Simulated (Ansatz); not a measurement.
This Ansatz 0.2.0 run on MoS2 needs a look.

The input input.yaml:

```yaml
crystal:
  lattice:
    - [1.5855, 0.9153888518, 6.1149966667]
    - [-1.5855, 0.9153888518, 6.1149966667]
    - [0.0, -1.8307777036, 6.1149966667]
  atoms:
    - { symbol: Mo, position: [0.0, 0.0, 0.0], spin: 2.0 }
    - { symbol: S, position: [0.25, 0.25, 0.25] }
    - { symbol: S, position: [0.75, 0.75, 0.75] }
hamiltonian:
  xc: pbesol
  pseudopotentials: { kind: paw }
kpoints:
  mp_grid: { grid: [10, 10, 10] }
scf:
  occupations: { method: fermi_dirac, width: 0.05 }
  max_iter: 60
output:
  forces: true
  stress: true
  eigenvalues: true
relax:
  f_tol: 0.01
  max_steps: 40
  cell: { stress_tol: 0.05 }
```

Potentials or basis: Ansatz PAW.

Command:

```sh
$ ansatz run input.yaml --threads 2 --pin off --max-ram 5632MiB --backend cpu --events-out ev --progress --plain --runs-dir out
```

Output:

```text
Error: inconsistent input (magnetization.spin_polarized): false but per-atom `spin:`, `per_species`, `initial_magnetization`, `magnetic_field`, or `spin_locking` is set
```

Problem. How did it end, and where is the flaw?

Solution. The input was rejected before any iteration. The input holds a flaw that was put in on purpose: a moment without spin polarisation (magnetization = left out; crystal.atoms[0].spin = 2).
